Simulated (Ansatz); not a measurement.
## Se, space group P3_221: the levels without and with spin-orbit coupling, step by step

Computed with Ansatz's Python interface.

The cells in order, each with its output:

In [1]:
```python
import warnings

import ansatz as az
```

In [2]:
```python
warnings.simplefilter("ignore", az.DeckWarning)
```

In [3]:
```python
lattice = az.Lattice.of(
    [4.35517, 0.0, 0.0],
    [-2.17759, 3.77169, 0.0],
    [0.0, 0.0, 4.94945],
)
sites = [
    ("Se", [0.217, 0.0, 1 / 6]),
    ("Se", [0.0, 0.217, 5 / 6]),
    ("Se", [0.783, 0.783, 0.5]),
]
se = az.Crystal(lattice=lattice)
for symbol, position in sites:
    se = se.atom(symbol, position)
```

In [4]:
```python
len(se.resolved().sites)
```
Out [4]:
```text
3
```

In [5]:
```python
model = (
    se.calculation()
    .functional(az.Functional.PBESOL)
    .mixing("msr1", ndim=12, beta=0.6)
    .basis(24 * az.Ha, density_ratio=6)
    .scf(max_iterations=80)
    .occupations("fixed")
    .kpoints(length=10)
    .band_table()
)
for label, variant in (("scalar-relativistic", model), ("spin-orbit", model.spin(soc=True))):
    summary = variant.run(threads=1).report
    zero = summary["band_edges_ev"][0] if summary.get("band_edges_ev") else summary["fermi_energy_ev"]
    near = [round(e - zero, 3) for e in summary["eigenvalues_ev"][0] if abs(e - zero) < 3]
    print(label)
    print("  band edges (eV):", [round(e, 3) for e in summary.get("band_edges_ev") or []] or "none reported")
    print("  levels at k =", summary["kpoints_frac"][0], "within 3 eV of the zero:", near)
```
```text
scalar-relativistic
  band edges (eV): [6.673, 7.792]
  levels at k = [0.0, 0.0, 0.0] within 3 eV of the zero: [-1.982, -1.982, -0.181, 2.215, 2.215, 2.614]
spin-orbit
  band edges (eV): [6.8, 7.791]
  levels at k = [0.0, 0.0, 0.0] within 3 eV of the zero: [-2.12, -2.12, -2.097, -2.097, -0.313, -0.313, 2.039, 2.039, 2.136, 2.136, 2.503, 2.503]
```

The settings weren't tested for convergence. The computed bands are complete only to about 5.8 eV above the Fermi level. Energy and stress may still move on a finer k-point mesh. Gaps and levels are Kohn-Sham values on a finite set of k-points. With spin-orbit coupling each level holds one electron and, with inversion or at time-reversal points, comes in pairs; a window in energy can cut a split set. Run time: 14 s on 1 thread of Arm Neoverse V2, with other jobs on the host, peak memory 0.7 GiB.
